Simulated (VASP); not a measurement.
# Cu (Fm-3m) in VASP: a series of runs

The runs below take Cu through relaxation of cell and atoms, with r2SCAN, PBE.

Everything below comes from runs of VASP 6.6.1. Logs are shortened: lines on timing, memory, paths and dates and some standing lists are left out, and cuts for length are marked.

## (1) The structure

The structure is cubic, space group Fm-3m (No. 225). The conventional cell has a = 3.583 Å, b = 3.583 Å, c = 3.583 Å, α = 90.00°, β = 90.00°, γ = 90.00°. Cu (site symmetry m-3m) is surrounded by 12 Cu at 2.53 Å.

## (2) Relaxation of cell and atoms, r2SCAN

INCAR reads:

```
PREC = Accurate ; ENCUT = 600
EDIFF = 1E-7 ; ISMEAR = 1
SIGMA = 0.1 ; LREAL = False
LASPH = True ; NELM = 80
ALGO = Normal ; ISIF = 3
LWAVE = False ; LCHARG = False
METAGGA = R2SCAN ; LMIXTAU = True
IBRION = 2 ; NSW = 90
EDIFFG = -0.005
```

KPOINTS reads:

```
Automatic mesh
0
Gamma
  18 18 18
```

POSCAR reads:

```
Cu                                      
1.0
    0.0000000000      1.7914283004      1.7914283004
    1.7914283004     -0.0000000000      1.7914283004
    1.7914283004      1.7914283004     -0.0000000000
  Cu            
     1
Direct
     0.0000000000000000    0.0000000000000000    0.0000000000000000
```

Potentials or basis: VASP PAW PBE potentials, release 64 (Cu).

On the command line:

```console
> cat potpaw_PBE.64/Cu/POTCAR > POTCAR
> mpirun -np 1 vasp_std > vasp.out
```

OUTCAR:

```text
PREC = Accurate
   ENCUT = 600
   EDIFF = 1E-7
   ISMEAR = 1
   LREAL = False
   LASPH = True
   NELM = 80
   ISIF = 3
   METAGGA = R2SCAN
   IBRION = 2
   NSW = 90
   EDIFFG = -0.005

 ion  position               nearest neighbor table
   1  0.000  0.000  0.000-

  LATTYP: Found a face centered cubic cell.
 ALAT       =     3.5828566008

  Lattice vectors:

 A1 = (   0.0000000000,   1.7914283004,   1.7914283004)
 A2 = (   1.7914283004,   0.0000000000,   1.7914283004)
 A3 = (   1.7914283004,   1.7914283004,   0.0000000000)

Analysis of symmetry for initial positions (statically):
=====================================================================
 Subroutine PRICEL returns:
 Original cell was already a primitive cell.

 Routine SETGRP: Setting up the symmetry group for a
 face centered cubic supercell.

 Subroutine GETGRP returns: Found 48 space group operations
 (whereof 48 operations were pure point group operations)
 out of a pool of 48 trial point group operations.

The static configuration has the point symmetry O_h .

Analysis of symmetry for dynamics (positions and initial velocities):
=====================================================================
 Subroutine PRICEL returns:
 Original cell was already a primitive cell.

 Routine SETGRP: Setting up the symmetry group for a
 face centered cubic supercell.

 Subroutine GETGRP returns: Found 48 space group operations
 (whereof 48 operations were pure point group operations)
 out of a pool of 48 trial point group operations.

The dynamic configuration has the point symmetry O_h .

 Subroutine INISYM returns: Found 48 space group operations
 (whereof 48 operations are pure point group operations),
 and found     1 'primitive' translations

----------------------------------------------------------------------------------------

                                     Primitive cell

  volume of cell :      11.4982

  direct lattice vectors                    reciprocal lattice vectors
     0.000000000  1.791428300  1.791428300    -0.279106900  0.279106900  0.279106900
     1.791428300  0.000000000  1.791428300     0.279106900 -0.279106900  0.279106900
     1.791428300  1.791428300  0.000000000     0.279106900  0.279106900 -0.279106900

  length of vectors
     2.533462198  2.533462198  2.533462198     0.483427332  0.483427332  0.483427332

  position of ions in fractional coordinates (direct lattice)
     0.000000000  0.000000000  0.000000000

  ion indices of the primitive-cell ions
   primitive index   ion index
                 1           1

----------------------------------------------------------------------------------------

 KPOINTS: Automatic mesh

Automatic generation of k-mesh.
 Grid dimensions read from file:
 generate k-points for:   18   18   18

 Generating k-lattice:

  Cartesian coordinates                     Fractional coordinates (reciprocal lattice)
    -0.015505939  0.015505939  0.015505939     0.055555556  0.000000000  0.000000000
     0.015505939 -0.015505939  0.015505939     0.000000000  0.055555556  0.000000000
     0.015505939  0.015505939 -0.015505939     0.000000000  0.000000000  0.055555556

  Length of vectors
     0.026857074  0.026857074  0.026857074

  Shift w.r.t. Gamma in fractional coordinates (k-lattice)
     0.000000000  0.000000000  0.000000000

 Subroutine IBZKPT returns following result:
 ===========================================

 Found    195 irreducible k-points:

 Following reciprocal coordinates:
            Coordinates               Weight
  0.000000  0.000000  0.000000      1.000000
  0.055556  0.000000  0.000000      8.000000
  0.111111  0.000000  0.000000      8.000000
  0.166667  0.000000  0.000000      8.000000
  0.222222  0.000000  0.000000      8.000000
  0.277778  0.000000  0.000000      8.000000
[... 16 lines left out ...]
 -0.277778  0.055556  0.000000     24.000000
 -0.222222  0.055556  0.000000     24.000000
 [... further k-points ...]
   k-points           NKPTS =    195   k-points in BZ     NKDIM =    195   number of bands    NBANDS=      9
   number of dos      NEDOS =    301   number of ions     NIONS =      1
   total plane-waves  NPLWV =   8000
   dimension x,y,z NGX =    20 NGY =   20 NGZ =   20
   dimension x,y,z NGXF=    40 NGYF=   40 NGZF=   40
   ions per type =               1
   NGX,Y,Z   is equivalent  to a cutoff of  13.12, 13.12, 13.12 a.u.
   NGXF,Y,Z  is equivalent  to a cutoff of  26.25, 26.25, 26.25 a.u.
 SYSTEM =  unknown system
   PREC   = accura    normal or accurate (medium, high low for compatibility)
   ISTART =      0    job   : 0-new  1-cont  2-samecut
   ICHARG =      2    charge: 1-file 2-atom 10-const
   ISPIN  =      1    spin polarized calculation?
   LNONCOLLINEAR =      F non collinear calculations
   LSORBIT =      F    spin-orbit coupling
   LASPH  =      T    aspherical Exc in radial PAW
   ENCUT  =  600.0 eV  44.10 Ry    6.64 a.u.   5.06  5.06  5.06*2*pi/ulx,y,z
   NELM   =     80;   NELMIN=  2; NELMDL= -5     # of ELM steps
   EDIFF  = 0.1E-06   stopping-criterion for ELM
   LREAL  =      F    real-space projection
   EDIFFG = -.5E-02   stopping-criterion for IOM
   NSW    =     90    number of steps for IOM
   IBRION =      2    ionic relax: 0-MD 1-quasi-New 2-CG
   NFREE  =      1    steps in history (QN), initial steepest desc. (CG)
   ISIF   =      3    stress and relaxation
   ISYM   =      2    0-nonsym 1-usesym 2-fastsym
   POTIM  = 0.5000    time-step for ionic-motion
   TEBEG  =    0.0;   TEEND  =   0.0 temperature during run
   PSTRESS=    0.0 pullay stress
   NELECT =      11.0000    total number of electrons
   NUPDOWN=      -1.0000    fix difference up-down
   EMIN   =  10.00;   EMAX   =-10.00  energy-range for DOS
   EFERMI =   0.00;   METHOD = LEGACY
   ISMEAR =     1;   SIGMA  =   0.10  broadening in eV -4-tet -1-fermi 0-gaus
   EFERMI_NEDOS =   21; number of points for ismear=-14 and -15
   IALGO  =     38    algorithm
   IMIX   =      4    mixing-type and parameters
     AMIX     =   0.40;   BMIX     =  1.00
     AMIX_MAG =   1.60;   BMIX_MAG =  1.00
  volume/ion in A,a.u.               =      11.50        77.59
  Fermi-wavevector in a.u.,A,eV,Ry     =   1.613106  3.048329 35.403878  2.602112
  Thomas-Fermi vector in A             =   2.708229
   LORBIT       =      0    0 simple, 1 ext, 2 COOP (PROOUT), +10 PAW based schemes
   METAGGA = R2SCAN    functional components
   LHFCALC =     F    Hartree Fock is set to
   AEXX    =    0.0000 exact exchange contribution
   IVDW    =     0    specifies the selected vdW correction
   LEPSILON=     F    determine dielectric tensor
   LRPA    =     F    only Hartree local field effects (RPA)
 conjugate gradient relaxation of ions
 non-spin polarized calculation
 Methfessel and Paxton  Order N= 1 SIGMA  =   0.10
  energy-cutoff  :      600.00
  volume of cell :       11.50
 maximum number of plane-waves:       392
   NGX = 11   NGY = 11   NGZ = 11

--------------------------------------- Ionic step        1  -------------------------------------------

 number of electron      11.0000011 magnetization

 Free energy of the ion-electron system (eV)
  ---------------------------------------------------
  ext. energy  EPLUGINS =         0.00000000
  ---------------------------------------------------
  free energy    TOTEN  =       -10.82702783 eV

  energy without entropy =      -10.82692680  energy(sigma->0) =      -10.82699415

------------------------ aborting loop because EDIFF is reached ----------------------------------------

  FORCE on cell =-STRESS in cart. coord.  units (eV):
  Direction    XX          YY          ZZ          XY          YZ          ZX
  --------------------------------------------------------------------------------------
  -------------------------------------------------------------------------------------
  Total       -0.0098853     -0.0098853     -0.0098853     -0.0000000     -0.0000000     -0.0000000
  in kB       -1.3774419     -1.3774419     -1.3774419     -0.0000000     -0.0000000     -0.0000000
  external PRESSURE =      -1.3774419 kB  Pullay stress =       0.0000000 kB
[... 55 lines left out ...]
  energy  without entropy=      -10.8269170628  energy(sigma->0) =      -10.82698454

--------------------------------------- Ionic step        3  -------------------------------------------

 number of electron      11.0000011 magnetization

 Free energy of the ion-electron system (eV)
  ---------------------------------------------------
  ext. energy  EPLUGINS =         0.00000000
  ---------------------------------------------------
  free energy    TOTEN  =       -10.82702633 eV

  energy without entropy =      -10.82692522  energy(sigma->0) =      -10.82699263

 E-fermi :   7.7011     XC(G=0): -13.9283

 val. band max:        7.6716886399   @ k =   0.5000   0.3333   0.1667
 cond. band min:       7.7036275381   @ k =   0.5000   0.1111   0.0000
 fundamental gap:      0.0319388982
 Fermi energy:         7.7011224356

 k-point     1 :       0.0000    0.0000    0.0000
  band No.  band energies     occupation
      1      -2.1456      2.00000
      2       4.5226      2.00000
      3       4.5226      2.00000
      4       4.5226      2.00000
      5       5.3748      2.00000
      6       5.3748      2.00000
      7      31.3501      0.00000
      8      34.6025      0.00000
      9      34.6025      0.00000
[... 265 lines left out ...]
 k-point    24 :      -0.2222    0.0556    0.0000
  band No.  band energies     occupation
      1       0.0478      2.00000
      2       4.2029      2.00000
      3       4.6817      2.00000
      4       4.7231      2.00000
      5       5.3290      2.00000
      6       5.5883      2.00000
      7      21.5217      0.00000
      8      28.8888      0.00000
      9      32.6947      0.00000

 [... further k-points ...]
[... 5 lines left out ...]
  --------------------------------------------------------------------------------------
  -------------------------------------------------------------------------------------
  Total        0.0018132      0.0018132      0.0018132      0.0000000      0.0000000      0.0000000
  in kB        0.2528246      0.2528246      0.2528246      0.0000000      0.0000000      0.0000000
  external PRESSURE =       0.2528246 kB  Pullay stress =       0.0000000 kB
[... 16 lines left out ...]
  FREE ENERGIE OF THE ION-ELECTRON SYSTEM (eV)
  ---------------------------------------------------
  free  energy   TOTEN  =       -10.8270263304 eV

  energy  without entropy=      -10.8269252210  energy(sigma->0) =      -10.82699263

 reached required accuracy - stopping structural energy minimisation
```

Run time: 2.3 min. Hardware: 1 thread of Intel Xeon Platinum 8488C (Sapphire Rapids), shared host; peak memory 0.15 GiB.

Results:

- Free energy: -10.8270 eV
- Relaxed volume: 11.49 Å³/atom
- Relaxed cell: a = 2.533 Å, b = 2.533 Å, c = 2.533 Å, α = 60.00°, β = 60.00°, γ = 60.00°
- Space group after relaxing (to 0.05 Å): Fm-3m (No. 225)
- Energy gained by relaxing: 0.0 meV/atom
- Ionic steps: 3
- Pressure after relaxing: 0.0 GPa
- Band gap on the k mesh: none (metal or under the smearing width)

Final structure:
```xyz
1
Lattice="0.0000 1.7910 1.7910 1.7910 0.0000 1.7910 1.7910 1.7910 0.0000" Properties=species:S:1:pos:R:3 pbc="T T T"
Cu    0.0000    0.0000    0.0000
```

Levels at points of the mesh, in eV from the Fermi level:
```csv
k point,band 4,band 5,band 6,band 7,band 8,band 9
"(0.00, 0.00, 0.00)",-3.18,-2.33,-2.33,23.65,26.90,26.90
"(0.50, 0.00, 0.00)",-1.71,-1.71,-1.09,4.16,22.14,23.63
"(0.50, 0.50, 0.00)",-1.55,-1.55,1.61,7.67,14.03,14.03
```

Caveat: the PAW data sets were made with another functional, which shifts forces and pressure a little.

## (3) Relaxation of cell and atoms, PBE

This run uses another cell than the first one, of 11.81 Å³/atom, 1.027 times its volume.

INCAR reads:

```
PREC = Accurate ; ENCUT = 600
EDIFF = 1E-6 ; ISMEAR = 1
SIGMA = 0.1 ; LREAL = F
LASPH = T ; NELM = 80
ALGO = Normal ; ISIF = 3
LWAVE = F ; LCHARG = F
GGA = PE ; IBRION = 2
NSW = 90 ; EDIFFG = -0.01
```

KPOINTS reads:

```
regular mesh
0
Gamma
  18 18 18
```

POSCAR reads:

```
Cu
1.0
    0.0000000000      1.8075000000      1.8075000000
    1.8075000000      0.0000000000      1.8075000000
    1.8075000000      1.8075000000      0.0000000000
Cu
1
Direct
    0.0000000000      0.0000000000      0.0000000000
```

Potentials or basis: VASP PAW PBE potentials, release 64 (Cu).

On the command line:

```console
> cat potpaw_PBE.64/Cu/POTCAR > POTCAR
> mpirun -np 1 vasp_std > vasp.out
```

Run time: 17 s. Hardware: 1 thread of Intel Xeon 6975P-C (Granite Rapids), shared host; peak memory 0.15 GiB.

It converged, with:

| Quantity | Value |
| --- | --- |
| Free energy | -3.7285 eV |
| Relaxed volume | 12.01 Å³/atom |
| Relaxed cell | a = 2.571 Å, b = 2.571 Å, c = 2.571 Å, α = 60.00°, β = 60.00°, γ = 60.00° |
| Space group after relaxing (to 0.05 Å) | Fm-3m (No. 225) |
| Energy gained by relaxing | 1.6 meV/atom |
| Ionic steps | 3 |
| Pressure after relaxing | 0.1 GPa |
| Band gap on the k mesh | none (metal or under the smearing width) |

Step by step:
| step | energy change (eV) | largest force (eV/Å) | pressure (GPa) | volume (Å³) |
| --- | --- | --- | --- | --- |
| 1 | 0.0000 | 0.0000 | 2.58 | 11.81 |
| 2 | -0.0011 | 0.0000 | -1.33 | 12.14 |
| 3 | -0.0016 | 0.0000 | 0.07 | 12.01 |

Final structure:
```yaml
crystal:
  lattice:
    - [0.00000, 1.81786, 1.81786]
    - [1.81786, 0.00000, 1.81786]
    - [1.81786, 1.81786, 0.00000]
  atoms:
    - { symbol: Cu, position: [0.00000, 0.00000, 0.00000] }
```

Levels at points of the mesh, in eV from the Fermi level:
| k point | band 4 | band 5 | band 6 | band 7 | band 8 | band 9 |
| --- | --- | --- | --- | --- | --- | --- |
| (0.00, 0.00, 0.00) | -2.94 | -2.14 | -2.14 | 22.49 | 25.00 | 25.00 |
| (0.50, 0.00, 0.00) | -1.58 | -1.58 | -0.92 | 3.70 | 20.99 | 21.84 |
| (0.50, 0.50, 0.00) | -1.44 | -1.44 | 1.54 | 7.03 | 12.98 | 12.98 |

## (4) Relaxation of cell and atoms, PBE

This run uses another cell than the first one, of 12.01 Å³/atom, 1.045 times its volume.

INCAR reads:

```
PREC = Accurate ; ENCUT = 600
EDIFF = 1E-7 ; ISMEAR = 1
SIGMA = 0.1 ; LREAL = F
LASPH = T ; NELM = 80
ALGO = Normal ; ISIF = 3
LWAVE = F ; LCHARG = F
GGA = PE ; IBRION = 2
NSW = 90 ; EDIFFG = -0.005
```

KPOINTS is that of step 3.

POSCAR reads:

```
Cu                                      
1.0
   -0.0000000000      1.8178591655      1.8178591655
    1.8178591655     -0.0000000000      1.8178591655
    1.8178591655      1.8178591655      0.0000000000
  Cu            
     1
Direct
     0.0000000000000000    0.0000000000000000    0.0000000000000000
```

Potentials or basis: VASP PAW PBE potentials, release 64 (Cu).

On the command line:

```console
> cat potpaw_PBE.64/Cu/POTCAR > POTCAR
> mpirun -np 1 vasp_std > vasp.out
```

OUTCAR:

```text
PREC = Accurate
   ENCUT = 600
   EDIFF = 1E-7
   ISMEAR = 1
   LREAL = F
   LASPH = T
   NELM = 80
   ISIF = 3
   GGA = PE
   IBRION = 2
   NSW = 90
   EDIFFG = -0.005

 ion  position               nearest neighbor table
   1  0.000  0.000  0.000-

  LATTYP: Found a face centered cubic cell.
 ALAT       =     3.6357183310

  Lattice vectors:

 A1 = (   0.0000000000,   1.8178591655,   1.8178591655)
 A2 = (   1.8178591655,   0.0000000000,   1.8178591655)
 A3 = (   1.8178591655,   1.8178591655,   0.0000000000)

Analysis of symmetry for initial positions (statically):
=====================================================================
 Subroutine PRICEL returns:
 Original cell was already a primitive cell.

 Routine SETGRP: Setting up the symmetry group for a
 face centered cubic supercell.

 Subroutine GETGRP returns: Found 48 space group operations
 (whereof 48 operations were pure point group operations)
 out of a pool of 48 trial point group operations.

The static configuration has the point symmetry O_h .

Analysis of symmetry for dynamics (positions and initial velocities):
=====================================================================
[... 162 lines left out ...]
 cond. band min:       7.3524139180   @ k =   0.5000   0.2778   0.1111
 fundamental gap:      0.0607947394
 Fermi energy:         7.3451145006

 k-point     1 :       0.0000    0.0000    0.0000
  band No.  band energies     occupation
      1      -1.8461      2.00000
      2       4.4071      2.00000
      3       4.4071      2.00000
      4       4.4071      2.00000
      5       5.2078      2.00000
      6       5.2078      2.00000
      7      29.8314      0.00000
      8      32.3437      0.00000
      9      32.3437      0.00000
[... 265 lines left out ...]
 k-point    24 :      -0.2222    0.0556    0.0000
  band No.  band energies     occupation
      1       0.2040      2.00000
      2       4.1245      2.00000
      3       4.5599      2.00000
      4       4.5972      2.00000
      5       5.1620      2.00000
      6       5.3991      2.00000
      7      20.2066      0.00000
      8      27.1298      0.00000
      9      30.8292      0.00000

 [... further k-points ...]
[... 5 lines left out ...]
  --------------------------------------------------------------------------------------
  -------------------------------------------------------------------------------------
  Total        0.0035913      0.0035913      0.0035913     -0.0000000      0.0000000     -0.0000000
  in kB        0.4789056      0.4789056      0.4789056     -0.0000000      0.0000000     -0.0000000
  external PRESSURE =       0.4789056 kB  Pullay stress =       0.0000000 kB

 VOLUME and BASIS-vectors are now :
 -----------------------------------------------------------------------------
  energy-cutoff  :      600.00
  volume of cell :       12.01
      direct lattice vectors                 reciprocal lattice vectors
     0.000000000  1.817859166  1.817859166    -0.275048810  0.275048810  0.275048810
     1.817859166  0.000000000  1.817859166     0.275048810 -0.275048810  0.275048810
     1.817859166  1.817859166  0.000000000     0.275048810  0.275048810 -0.275048810

 POSITION                                       TOTAL-FORCE (eV/Angst)
 -----------------------------------------------------------------------------------
      0.00000      0.00000      0.00000         0.000000      0.000000      0.000000
 -----------------------------------------------------------------------------------
    total drift:                               -0.000000     -0.000000     -0.000000

  FREE ENERGIE OF THE ION-ELECTRON SYSTEM (eV)
  ---------------------------------------------------
  free  energy   TOTEN  =        -3.7284971791 eV

  energy  without entropy=       -3.7285352369  energy(sigma->0) =       -3.72850987

 reached required accuracy - stopping structural energy minimisation
```

CONTCAR:

```text
Cu
   1.00000000000000
     0.0000000000000000    1.8178591655000000    1.8178591655000000
     1.8178591655000000    0.0000000000000000    1.8178591655000000
     1.8178591655000000    1.8178591655000000    0.0000000000000000
  Cu
     1
Direct
     0.0000000000000000    0.0000000000000000    0.0000000000000000

  0.00000000E+00  0.00000000E+00  0.00000000E+00
```

Wall time 8.5 s (1 thread of Intel Xeon 6975P-C (Granite Rapids), shared host); peak memory 0.15 GiB.

What came out:

- Free energy: -3.7285 eV
- Pressure after relaxing: 0.0 GPa
- Band gap on the k mesh: none (metal or under the smearing width)

Final structure:
```yaml
crystal:
  lattice:
    - [0.00000, 1.81786, 1.81786]
    - [1.81786, 0.00000, 1.81786]
    - [1.81786, 1.81786, 0.00000]
  atoms:
    - { symbol: Cu, position: [0.00000, 0.00000, 0.00000] }
```

Caveat: the relaxation stopped at its first step, so nothing moved.
